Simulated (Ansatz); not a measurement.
## CdSe: changing spin-orbit coupling

The cell as given:

```cif
data_structure
_symmetry_space_group_name_H-M 'F-43m'
_symmetry_Int_Tables_number 216
_cell_length_a 6.1405
_cell_length_b 6.1405
_cell_length_c 6.1405
_cell_angle_alpha 90.000
_cell_angle_beta 90.000
_cell_angle_gamma 90.000
_cell_volume 231.54
loop_
_atom_site_label
_atom_site_type_symbol
_atom_site_symmetry_multiplicity
_atom_site_Wyckoff_symbol
_atom_site_fract_x
_atom_site_fract_y
_atom_site_fract_z
_atom_site_occupancy
Cd1 Cd 4 a 0.00000 0.00000 0.00000 1
Se1 Se 4 d 0.25000 0.25000 0.75000 1
```

The cell is a database's computed one, not the measured one.

Kept alike: task relaxation of cell and atoms; functional PBE; k mesh 6 × 6 × 6; occupations fermi-dirac, width 0.05 eV. Program: Ansatz, potentials by row: all-electron LAPW, scalar-relativistic (off); all-electron LAPW, relativistic spinors (on). The mesh is that of the run's cell of 2 atoms.

```csv
spin-orbit coupling,volume (Å³/atom)
off,29.760
on,29.739
```

The relaxations keep at least the cell's symmetry (F-43m). Relaxations stop with a little pressure left, so the last digits of a volume or edge aren't settled.

Q: What does spin-orbit coupling change here?

A: The volume runs from 29.739 (on) to 29.760 Å³/atom (off).

Spin-orbit coupling leaves the volume of zinc-blende CdSe essentially unchanged: 29.760 Å³/atom without it and 29.739 Å³/atom with it, a difference too small to establish a real contraction. This is what the bonding would suggest. The upper valence bands are mainly Se p in character, and spin-orbit coupling splits them strongly near the zone centre. These bands are completely filled, however, so the upward and downward shifts largely cancel in the total energy, leaving only a weak residual dependence on bond length. The filled Cd d shell behaves similarly. The relativistic effects that matter more for bond lengths, contraction of the s shells and the accompanying changes in screening, are already present in the scalar-relativistic treatment. Both volumes lie above the measured one for zinc-blende CdSe, as expected from PBE's usual underbinding, and spin-orbit coupling does not remedy that. The insensitivity of the volume does not carry over to the band edges, where the splitting of the Se p states directly affects the gap and the hole masses.
